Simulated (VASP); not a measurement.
# PbS: relaxed cell and band gap

PbS, Cmcm (no. 63), 4 atoms in the cell. Tau-HCTH (libxc); PAW potentials Pb_d, S (PBE set).

## Input

INCAR.step1:
```
ALGO = Normal ; EDIFF = 1E-5
ENCUT = 600 ; GGA = PE
GGA_COMPAT = F ; ISIF = 2
ISMEAR = 0 ; KPAR = 4
LASPH = T ; LCHARG = F
LREAL = F ; LWAVE = T
NELM = 150 ; PREC = Accurate
SIGMA = 0.02
```

INCAR.step2:
```
ALGO = Normal ; EDIFF = 1E-7
EDIFFG = -0.005 ; ENCUT = 600
GGA_COMPAT = F ; IBRION = 2
ISIF = 3 ; ISMEAR = 0
ISTART = 1 ; KPAR = 4
LASPH = T ; LCHARG = F
LIBXC1 = MGGA_X_TAU_HCTH ; LIBXC2 = GGA_C_TAU_HCTH
LMIXTAU = T ; LREAL = F
LWAVE = F ; METAGGA = LIBXC
NELM = 150 ; NSW = 60
PREC = Accurate ; SIGMA = 0.02
```

INCAR.step3, as INCAR.step2 but for:
```
- ISTART = 1
- NSW = 60
+ NSW = 40
```

INCAR.step4, as INCAR.step3 but for:
```
- EDIFFG = -0.005
- IBRION = 2
- ISIF = 3
- NSW = 40
+ ISIF = 2
+ NBANDS = 28
```

KPOINTS:
```
k-points
0
Gamma
  5 5 5
```

KPOINTS_OPT:
```
path GXSRAZGYX1A1TY,ZT
8
line-mode
reciprocal
 0.0000000000  0.0000000000  0.0000000000  G
 0.2801304242  0.2801304242  0.0000000000  X

 0.2801304242  0.2801304242  0.0000000000  X
 0.0000000000  0.5000000000  0.0000000000  S

 0.0000000000  0.5000000000  0.0000000000  S
 0.0000000000  0.5000000000  0.5000000000  R

 0.0000000000  0.5000000000  0.5000000000  R
 0.2801304242  0.2801304242  0.5000000000  A

 0.2801304242  0.2801304242  0.5000000000  A
 0.0000000000  0.0000000000  0.5000000000  Z

 0.0000000000  0.0000000000  0.5000000000  Z
 0.0000000000  0.0000000000  0.0000000000  G

 0.0000000000  0.0000000000  0.0000000000  G
-0.5000000000  0.5000000000  0.0000000000  Y

-0.5000000000  0.5000000000  0.0000000000  Y
-0.2801304242  0.7198695758  0.0000000000  X1

-0.2801304242  0.7198695758  0.0000000000  X1
-0.2801304242  0.7198695758  0.5000000000  A1

-0.2801304242  0.7198695758  0.5000000000  A1
-0.5000000000  0.5000000000  0.5000000000  T

-0.5000000000  0.5000000000  0.5000000000  T
-0.5000000000  0.5000000000  0.0000000000  Y

 0.0000000000  0.0000000000  0.5000000000  Z
-0.5000000000  0.5000000000  0.5000000000  T
```

POSCAR.step1:
```
PbS
1.0
    2.0799526950     -5.9912968650      0.0000000000
    2.0799526950      5.9912968650      0.0000000000
    0.0000000000      0.0000000000      4.2793209400
Pb S
2 2
Direct
    0.1305633500      0.8694366500      0.2500000000
    0.8694366500      0.1305633500      0.7500000000
    0.3547970900      0.6452029100      0.2500000000
    0.6452029100      0.3547970900      0.7500000000
```

Commands (each step's output is kept before the next begins):
```
cat potpaw_PBE.64/Pb_d/POTCAR potpaw_PBE.64/S/POTCAR > POTCAR
cp INCAR.step1 INCAR
cp POSCAR.step1 POSCAR
mpirun -np 4 vasp_std > vasp.out
cp INCAR.step2 INCAR
mpirun -np 4 vasp_std > vasp.out
cp CONTCAR POSCAR
rm WAVECAR CHG
cp INCAR.step3 INCAR
mpirun -np 4 vasp_std > vasp.out
cp CONTCAR POSCAR
rm WAVECAR CHG
cp INCAR.step4 INCAR
mpirun -np 4 vasp_std > vasp.out
```

## Result

- Volume (Å³/atom): 35.43
- Change from the starting volume (fraction): 0.329
- Gap, path and mesh (eV): 1.68

Cell before and after relaxation:

|  | a (Å) | b (Å) | c (Å) | α (°) | β (°) | γ (°) |
|---|---|---|---|---|---|---|
| start | 6.342 | 6.342 | 4.279 | 90.00 | 90.00 | 141.71 |
| relaxed | 8.054 | 8.054 | 4.277 | 90.00 | 90.00 | 149.28 |

Limits: Spin-orbit coupling is left out, and with elements this heavy it changes the gap; the cell opens along one direction, as layers do when no dispersion term holds them together.

VASP 6.6.1 took 4390 s on 4 cores (Intel Xeon Platinum 8559C (Emerald Rapids)), a shared host.
